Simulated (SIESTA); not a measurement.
AgBr under changes of volume

One of the cells (23.644 Å³/atom); the others are scaled copies at fixed shape and fractional positions:

```xyz
2
Lattice="0.0000 2.8702 2.8702 2.8702 0.0000 2.8702 2.8702 2.8702 0.0000" Properties=species:S:1:pos:R:3 pbc="T T T"
Ag    0.0000    0.0000    0.0000
Br    2.8702    2.8702    2.8702
```

- Program: SIESTA 5.4.2
- Functional: LDA
- Potentials or basis: PseudoDojo 0.4 standard (LDA files)
- Basis: DZP (energy shift 0.003 Ry; two zetas on semicore shells)
- Grid cutoff: 800 Ry
- Energy shift: 0.003 Ry
- k mesh: 8 × 8 × 8
- Occupations: fermi-dirac, width 0.05 eV
- Spin: no spin polarisation

```tsv
volume (Å³/atom)	energy over the lowest point (meV/atom)	pressure (GPa)	gap on the mesh (eV)
22.225	0.00	-0.9	0.73
22.698	?	?	?
23.171	12.45	-3.2	0.72
23.644	23.18	-4.1	0.72
24.116	36.50	-4.9	0.71
24.589	52.10	-5.6	0.71
25.062	69.52	-6.2	0.71
```

Task: What does the run at 22.698 Å³/atom give?

Result: Energy over the lowest point 4.52 meV/atom; pressure -2.1 GPa; gap on the mesh 0.72 eV.

Worked out: A Birch-Murnaghan fit of order 3 (a polynomial in V^(-2/3)) to the other rows has its minimum at 21.90 Å³/atom, just outside them, with B0 = V·E''(V) = 65 GPa and B' = 5.2. It gives 4.55 meV/atom at 22.698 Å³/atom, against the run's 4.52, and -dE/dV = -2.1 GPa, against -2.1. A straight line through the other rows of the gap, of slope -0.179 eV per unit of ln V, gives 0.73 eV, against the run's 0.72.

Energies are extrapolated to zero smearing.

Caveats: short orbitals over semicore shells can move pressures by several GPa; the basis of atomic orbitals isn't converged, which shifts pressures, moduli and gaps.

A mesh can miss the band edges. Spin-orbit coupling on Ag, Br is left out.
